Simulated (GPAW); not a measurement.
The system is Yb.

```
Yb
1.0
    -2.15148    2.15148    2.15148
     2.15148   -2.15148    2.15148
     2.15148    2.15148   -2.15148
Yb
1
Direct
  0.00000 0.00000 0.00000
```

This isn't the form of Yb at room conditions, which is fcc.

Base run:

```yaml
Program: GPAW 26.7.0
Functional: LDA
Potentials_or_basis: the program's PAW data sets (release 1.2.1) made for this functional
Cutoff: 800 eV
Basis: pw
k_mesh: 9 × 9 × 9
Occupations: fermi-dirac, width 0.05 eV
Spin: collinear spin, ferromagnetic start
Starting_moments: "[1.0] μB"
Hubbard_terms: Yb f U = 2 eV
```

Its results: band gap on the k mesh none (metal or under the smearing width); pressure -3.5 GPa; net moment 0.00 μB per cell.

Problem. After a change of settings the same cell gave: band gap on the k mesh none (metal or under the smearing width); pressure -2.7 GPa; net moment 0.00 μB per cell. Which change was it?
A. hubbard terms from Yb f U = 2 eV to none
B. hubbard terms from Yb f U = 2 eV to Yb f U = 4 eV
C. hubbard terms from Yb f U = 2 eV to Yb f U = 8 eV

Solution. B.

Caveats: one-centre terms of the f shell are cut off; spin-orbit coupling is left out, which moves the levels of the heavy elements.

Not every run made on this cell is shown here.
